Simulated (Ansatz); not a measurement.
# Generalised stacking-fault energy along a line for SrF2 (fluorite)

SrF₂ (fluorite) is sheared across one {100} plane: the third cell vector gains the shift, so faults repeat every 8.8 Å. The cut lies between planes 1.46 Å apart; the cell height is held.

```yaml
crystal:
  lattice:
    - [4.14172, 0.00000, 0.00000]
    - [0.00000, 4.14172, 0.00000]
    - [2.07086, 2.07086, 8.78591]
  atoms:
    - { symbol: Sr, position: [0.00000, 0.00000, 0.91667] }
    - { symbol: Sr, position: [0.33333, 0.33333, 0.25000] }
    - { symbol: Sr, position: [0.66667, 0.66667, 0.58333] }
    - { symbol: F, position: [0.91667, 0.41667, 0.08333] }
    - { symbol: F, position: [0.25000, 0.75000, 0.41667] }
    - { symbol: F, position: [0.58333, 0.08333, 0.75000] }
    - { symbol: F, position: [0.41667, 0.91667, 0.08333] }
    - { symbol: F, position: [0.75000, 0.25000, 0.41667] }
    - { symbol: F, position: [0.08333, 0.58333, 0.75000] }
```

In-plane vectors a = (4.142, 0.000) Å, b = (0.000, 4.142) Å, area 17.15 Å². The shift is s times the vector a + b (length 5.857 Å), so s = 1 restores the start. The shift is rigid: no atom relaxes. γ = [E(shift) − E(0)] / area.

Method: PBE (plane waves to 420 eV, PAW, scalar-relativistic; Ansatz, a first-principles code). k mesh 7×7×7 (Γ-centred), Fermi-Dirac smearing 0.05 eV. E is the zero-smearing estimate. Compression counts positive. Faults lie only 8.8 Å apart, and holding the cell height and the atoms raises γ above its relaxed value. SrF2 was relaxed with its symmetry unable to fall. The zero of γ is zero shift.

| s | γ (meV/Å²) | σ normal to the fault (GPa) |
|---|---|---|
| 0.000 | 0.0 | 0.0 |
| 0.083 | 15.3 | 1.5 |
| 0.167 | 55.4 | 5.4 |
| 0.250 | 88.0 | 8.4 |
| 0.333 | 83.7 | 7.7 |
| 0.417 | 65.0 | 5.7 |
| 0.500 | 57.8 | 5.0 |
| 0.583 | 65.0 | 5.7 |
| 0.667 | 83.7 | 7.7 |
| 0.750 | 88.0 | 8.4 |
| 0.833 | 55.4 | 5.4 |
| 0.917 | 15.3 | 1.5 |

Derived quantities:

- Highest computed γ on the line = 1409 mJ/m²
- Position of the highest point = s = 0.250 and s = 0.750
- Local minima between the ends = s = 0.500
- γ at the local minimum along the line, s = 0.500 = 926 mJ/m²
- Lower barrier from zero shift into that minimum (unstable fault energy, highest computed point) = 1409 mJ/m²
- Steepest slope dγ/d(shift) before the first maximum (spline) = 14 GPa

(The slope of γ gives the shear force per area between the displaced halves; near zero shift its curvature is an elastic stiffness.)
